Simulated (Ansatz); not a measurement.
KI, CsCl type, relaxed with r2SCAN: 3 runs in Ansatz, each a calculation of independent-particle optics. It is cubic, Pm-3m (No. 221); conventional cell a = 4.291 Å, 39.50 Å³ an atom. K is surrounded by 8 I at 3.72 Å; I is surrounded by 8 K at 3.72 Å. The structure was generated, not taken from experiment, and needn't be the ground state; spin polarisation is off.

```xyz
2
Lattice="4.2909 0.0000 0.0000 0.0000 4.2909 0.0000 0.0000 0.0000 4.2909" Properties=species:S:1:pos:R:3 pbc="T T T"
K     0.0000    0.0000    0.0000
I     2.1455    2.1455    2.1455
```

On meshes this coarse, single peaks can be features of the mesh. No local fields, no excitons; the zone sum runs over the cells of the mesh, and ε∞ includes the bands left out of the spectrum. Up to four peaks are listed, those above 15 % of the tallest and inside the complete range; the four can differ from row to row.

```tsv
functional	k mesh	broadening (eV)	scissors (eV)	range (eV)	direct gap on the mesh before scissors (eV)	ε∞ xx	ε∞ yy	ε∞ zz	complete up to (eV)	tallest peaks of mean ε₂ (eV)
PBE	4×4×4	0.1	0.00	0–17	3.69	3.68	3.68	3.68	17.0	5.90 6.20 6.95 8.45
r2SCAN	4×4×4	0.1	0.00	0–17	4.41	3.36	3.36	3.36	17.0	6.55 7.55 8.55 9.15
```

Question: Estimate from these rows what the further settings give.
```tsv
functional	k mesh	broadening (eV)	scissors (eV)	range (eV)
PBE	4×4×4	0.1	1.01 (to HSE06)	0–17
```

Answer:

| functional | k mesh | broadening (eV) | scissors (eV) | range (eV) | direct gap on the mesh before scissors (eV) | ε∞ xx | ε∞ yy | ε∞ zz | complete up to (eV) | tallest peaks of mean ε₂ (eV) |
| --- | --- | --- | --- | --- | --- | --- | --- | --- | --- | --- |
| PBE | 4×4×4 | 0.1 | 1.01 (to HSE06) | 0–17 | 3.69 | 3.36 | 3.36 | 3.36 | 17.0 | 6.90 7.20 7.95 9.45 |

The fundamental gap is indirect (3.33 eV with PBE on 4×4×4); the table holds the direct one.

No spin-orbit coupling is included; it can move band edges with weight on the heavy atoms by tenths of an eV.
